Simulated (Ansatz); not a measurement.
## SnSe (P4/nmm), a film clamped to a substrate

The calculation used DFT LDA, scalar-relativistic, plane waves, PAW (Ansatz 0.2.0). Settings: plane waves to 420 eV, k-mesh 6×6×4 (Γ-centred), Gaussian smearing 0.05 eV. No spin polarisation. Energies are free energies at this smearing, counted from the undisturbed cell; pressure is positive in compression.

The starting cell (relaxed at this level; this form isn't the usual structure):

```
Sn Se
1.0
     4.18990    0.00000    0.00000
     0.00000    4.18990    0.00000
     0.00000    0.00000   10.97962
Sn Se
2 2
Direct
  0.50000 0.00000 0.37816
  0.00000 0.50000 0.62184
  0.50000 0.00000 0.62178
  0.00000 0.50000 0.37822
```

The cell holds layers and no dispersion correction was added, so their binding is poorly described.

The cell (4 atoms, V0 = 192.75 Å³) is strained by p along both x and y and by q along z, fractional coordinates fixed. τp = (1/V0) ∂E/∂p = (σxx + σyy)(1 + p)(1 + q) and τq = (1/V0) ∂E/∂q = σzz(1 + p)², with tension positive.

| p | q | ΔE (meV/atom) | τp (GPa) | τq (GPa) |
| --- | --- | --- | --- | --- |
| 0.000 | 0.000 | 0.00 | 0.00 | 0.00 |
| -0.015 | 0.000 | 6.11 | -2.78 | -0.30 |
| 0.015 | 0.000 | 5.48 | 2.37 | 0.28 |
| 0.000 | -0.015 | 2.20 | -0.29 | -1.00 |
| 0.000 | 0.015 | 1.92 | 0.29 | 0.83 |

Get the second derivatives of the energy density.

Central differences give A = ∂τp/∂p = 172 GPa (C11 + C22 + 2 C12), C = ∂τq/∂q = 61 GPa (C33) and the cross term B = ∂τq/∂p = 19.6 GPa (C13 + C23); ∂τp/∂q = 19.6 GPa must equal B, and any difference shows higher-order terms. The ions are clamped.

A film of this crystal grows with z along the normal on a substrate that imposes p. How does its thickness respond, and what does the misfit cost?

Count p and q from the stress-free cell. A free surface needs τq = 0, so q = −(B/C) p = -0.32 p. The energy density left is (A − B²/C) p²/2 = M p², with the biaxial modulus M = 83 GPa; a misfit of 1 % costs 2.49 meV/atom, against 2.58 meV/atom if the thickness were held.

At p = 0.030 the energies along q are 25.0 (q = -0.030), 20.4 (q = -0.015), 20.8 (q = 0.000), 25.3 (q = 0.015), 33.2 (q = 0.030) meV/atom.

Does the linear rule hold at this misfit?

A parabola through the lowest point and its neighbours has its minimum at q = -0.009, 20.0 meV/atom. With the stress left in the starting cell, τp0 and τq0, linear elasticity gives q = −(τq0 + Bp)/C = -0.010 and E = V0(τp0 p + τq0 q + Ap²/2 + Bpq + Cq²/2)/N = 22.4 meV/atom. The energies differ by more than a tenth, so the quadratic law fails here: the gap holds the anharmonic part, with some error from the wide steps. Cubic terms also shift the vertex of so wide a parabola.

Forces appear on the atoms along this scan, and letting them relax would lower the energy and soften the response.

The coordinates put all atoms in one flat rocksalt-like bilayer, with most of the 10.97962 Å axis empty. The normal stiffness of 61 GPa therefore measures Sn–Se bonds across the bilayer, which the fixed fractional coordinates force to stretch with the cell, and not cohesion between layers. With free ions, stretching the cell would mainly widen the gap, and this stiffness should nearly vanish. The ratio -0.32 is thus best read as the thinning of a single bilayer, not of a stacked film. The moduli in GPa are also diluted by the empty volume, whereas the misfit cost of 2.49 meV/atom is not.

The weak cross term fits the geometry: in-plane and vertical bonds are nearly perpendicular, so stretching one set hardly changes the length of the other. Compression costs more than equal tension along both directions, since Pauli repulsion steepens as bonds shorten while attraction weakens as they lengthen. The same asymmetry explains why the harmonic estimate of 22.4 meV/atom lies above the scanned minimum at the larger tensile misfit.
